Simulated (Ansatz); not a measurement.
The elements of this relaxed trial crystal are hidden behind letters.

```
lattice vectors (Å)
   7.4599    0.0000    0.0000
  -3.7300    6.4605    0.0000
   0.0000    0.0000    4.2843
fractional positions
X 0.0000 0.0000 0.0000
X 0.3333 0.6667 0.5000
X 0.6667 0.3333 0.5000
Z 0.5000 0.0000 0.0000
Z 0.5000 0.5000 0.0000
Z 0.0000 0.5000 0.0000
```

These are results of DFT PBE, scalar-relativistic, plane waves, PAW (Ansatz 0.2.0), not measurements. Settings of the last relaxation (6-atom cell): 420 eV, 6×6×10 k points, Gaussian smearing of 0.10 eV, no spin polarisation.

```
Space group                               : P6/mmm (No. 191)
Conventional cell                         : a = 7.460 Å, c = 4.284 Å
Volume per atom                           : 34.41 Å³
Density                                   : 7.92 g/cm³
Formation energy                          : +0.23 eV/atom
Gap on the 6×6×10 mesh of the 6-atom cell : 0 eV (a metal)
```

Energies are uncorrected and count from the elements' standard states at the same level.

Task: X is a d-block element of period 6 and Z is a p-block element of period 5. Which elements are they?

Result: X = Hg, Z = Te, so the formula is HgTe. Density times volume gives a mean mass of 7.92 × 34.41/1.6605 = 164.1 u per atom, and this set has 164.1 u. Hg on a site of symmetry 6/mmm is surrounded by 6 Te at 3.73 Å and 2 Hg at 4.28 Å; around Hg on a site of symmetry -6m2 lie 6 Te at 3.04 Å; Te is surrounded by 4 Hg at 3.04 Å, 4 Te at 3.73 Å and 2 Hg at 3.73 Å. Other sets within the hints have nearly the same mass, so mass alone doesn't settle it; this one was computed.

These runs have no spin–orbit coupling, which can matter for Hg and Te. Symmetry constrained the relaxation, so the result can be a saddle point.
